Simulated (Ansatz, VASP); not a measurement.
## One calculation of Cu, two programs

File INCAR:

```
  PREC = Accurate
  ENCUT = 520
  EDIFF = 1E-6
  ISMEAR = -1
  SIGMA = 0.06
  LREAL = False
  LASPH = True
  NELM = 60
  ALGO = Normal
  ISIF = 2
  LWAVE = False
  LCHARG = False
  GGA = PS
  NBANDS = 12
```

The input KPOINTS:

```
Automatic mesh
0
Gamma
  12 12 12
```

The input POSCAR:

```
Cu
1.0
    0.0000000000      1.8426200000      1.8426200000
    1.8426200000      0.0000000000      1.8426200000
    1.8426200000      1.8426200000      0.0000000000
Cu
1
Direct
    0.0000000000      0.0000000000      0.0000000000
```

Input for Ansatz:

```yaml
crystal:
  atoms:
  - position: [0.0, 0.0, 0.0]
    symbol: Cu
  lattice:
  - [0.0, 1.84262, 1.84262]
  - [1.84262, 0.0, 1.84262]
  - [1.84262, 1.84262, 0.0]
hamiltonian:
  dispersion: none
  pseudopotentials:
    dirac_shells:
      Cu: [2p]
    kind: all_electron
    lapw: {}
    relativity: scalar
  xc: pbesol
kpoints:
  mp_grid:
    grid: [12, 12, 12]
    shift: [0, 0, 0]
magnetization: {spin_polarized: false}
output: {forces: true, stress: true}
scf:
  occupations: {method: fermi_dirac, width: 0.06}
```

Alike in both runs: task single point; functional PBEsol; k mesh 12 × 12 × 12; occupations fermi-dirac, width 0.06 eV; no spin polarisation.

|  | VASP | Ansatz |
| --- | --- | --- |
| version | VASP 6.6.1 | Ansatz 0.2 development build |
| potentials or method | VASP PAW PBE potentials, release 64 (Cu) | all-electron full-potential LAPW, scalar-relativistic |
| plane-wave cutoff (eV) | 520 | see its input |

VASP gave:

- pressure (GPa): -12.5

Q: Estimate Ansatz's values.

A: Pressure (GPa): -13.2.

Ansatz ran all-electron here, so the differences hold the error of VASP's frozen core and of both bases.

Caveats: the PAW data sets were made with another functional, which shifts forces and pressure a little (VASP).
